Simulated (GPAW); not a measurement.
Runs of GPAW 26.7.0 on Ru. Symmetry: P6_3/mmc, No. 194, hexagonal system. The conventional cell has a = 2.706 Å, b = 2.706 Å, c = 4.282 Å, α = 90.00°, β = 90.00°, γ = 120.00°. Ru (site symmetry -6m2) is surrounded by 12 Ru at 2.65 to 2.71 Å. 

```tsv
task	level	potentials or basis	spin	cell	k mesh	smearing	band path	band points	spin axis theta (degrees)	spin axis phi (degrees)	soc after scf	gap on the mesh (eV)	pressure (GPa)	relaxed volume (Å³/atom)
band structure	PBE	GPAW PAW data sets (gpaw-data 1.2.1), pw	SOC, no magnetisation	as given	8 × 8 × 5	fermi-dirac 0.05 eV	GMKGALHA,LM,KH	100	54.7	45	second variation	-	3.2	-
band structure	RPBE	the program's PAW data sets (release 1.2.1) made for this functional, pw	off	as given	11 × 11 × 6	fermi-dirac 0.05 eV	GMKGALHA,LM,KH	60	-	-	-	-	8.6	-
single point	PBE	GPAW PAW data sets (gpaw-data 1.2.1), pw	off	as given	11 × 11 × 6	gaussian 0.011 eV	-	-	-	-	-	none	3.6	-
band structure	PBE	GPAW PAW data sets (gpaw-data 1.2.1), pw	off	as given	11 × 11 × 6	fermi-dirac 0.05 eV	GMKGALHA,LM,KH	60	-	-	-	-	3.7	-
relaxation of cell and atoms	PBE	GPAW PAW data sets (gpaw-data 1.2.1), pw	off	relaxed	11 × 11 × 6	fermi-dirac 0.05 eV	-	-	-	-	-	none	0.0	(a)
band structure	PBEsol	PAW data sets generated in the run's folder for this functional, pw	SOC, no magnetisation	as given	8 × 8 × 5	fermi-dirac 0.05 eV	GMKGALHA,LM,KH	100	0	0	second variation	-	(c)	-
relaxation of cell and atoms	PBEsol	PAW data sets generated in the run's folder for this functional, pw	off	relaxed	11 × 11 × 6	fermi-dirac 0.05 eV	-	-	-	-	-	none	0.1	13.29
band structure	LDA	the program's PAW data sets (release 1.2.1) made for this functional, pw	off	as given	11 × 11 × 6	fermi-dirac 0.05 eV	GMKGALHA,LM,KH	60	-	-	-	-	(b)	-
```

Alike in all rows: cutoff (eV) 600.

Q: Fill in the values left out.

A: (a) 13.73; (b) -13.8; (c) -7.5.

Caveats: spin-orbit coupling was added after a scalar SCF, so levels and gaps hold it while energy, forces, pressure and moments don't (some runs); this program's spin-orbit splittings come out too wide for heavy elements (some runs); later steps reuse the first step's grids (some runs).

A k mesh can miss the band edges, and rows without SOC leave out spin-orbit coupling on Ru.

A gap of «none» marks a metal or a gap under the smearing width.
